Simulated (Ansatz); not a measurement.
Ge built on the diamond prototype, relaxed with r2SCAN in the plane-wave code Ansatz: the symmetry is Fd-3m (No. 227, cubic); conventional cell a = 5.674 Å, 22.83 Å³ an atom. Around Ge lie 4 Ge at 2.46 Å. It was then strained (uniaxial along z, other directions held), atoms relaxed again within the symmetry left. Unstrained, HSE06 gives 0.776 eV (Γ → L, 6×6×6 mesh), and the band edges keep their places in every row. Only one sign of strain is shown, since it lowers the symmetry, and equivalent edge states can then move with another slope on the other side. Stress is positive in compression. (Simulation; spin polarisation is off.)

Axes as in this cell:
```xyz
2
Lattice="0.0000 2.8369 2.8369 2.8369 0.0000 2.8369 2.8369 2.8369 0.0000" Properties=species:S:1:pos:R:3 pbc="T T T"
Ge    0.0000    0.0000    0.0000
Ge    1.4184    1.4184    1.4184
```

```tsv
strain (%)	ε	ΔE_g, HSE06 (eV)	Δσ_zz, r2SCAN (GPa)
-3.0	-0.0300	-0.072	+3.97
-2.45	-0.0245	-0.056	+3.22
-1.0	-0.0100	-0.020	+1.29
```

Fit ΔE_g = a x + b x² to these rows by least squares, with x = ε.
The normal equations take Σx² = 1.600e-03, Σx³ = -4.271e-05, Σx⁴ = 1.180e-06, ΣxΔE = 3.732e-03 and Σx²ΔE = -1.004e-04, and give a = +1.79 eV, b = -20.1 eV; the largest residual is 0.000 eV.

Fit the change of σ_zz in the same way.
Δσ_zz = -127.3 x + (166) x² GPa. The slope, 127 GPa, is C₁₁ in these axes.

Predict the withheld row at -2.0 % (x = -0.0200).
ΔE_g ≈ +1.79 × (-0.0200) + (-20.1) × (-0.0200)² = -0.044 eV, and Δσ_zz ≈ +2.61 GPa. The runs give -0.044 eV and +2.61 GPa, off by 0.000 eV and 0.00 GPa.

The runs are scalar-relativistic, without spin-orbit coupling.
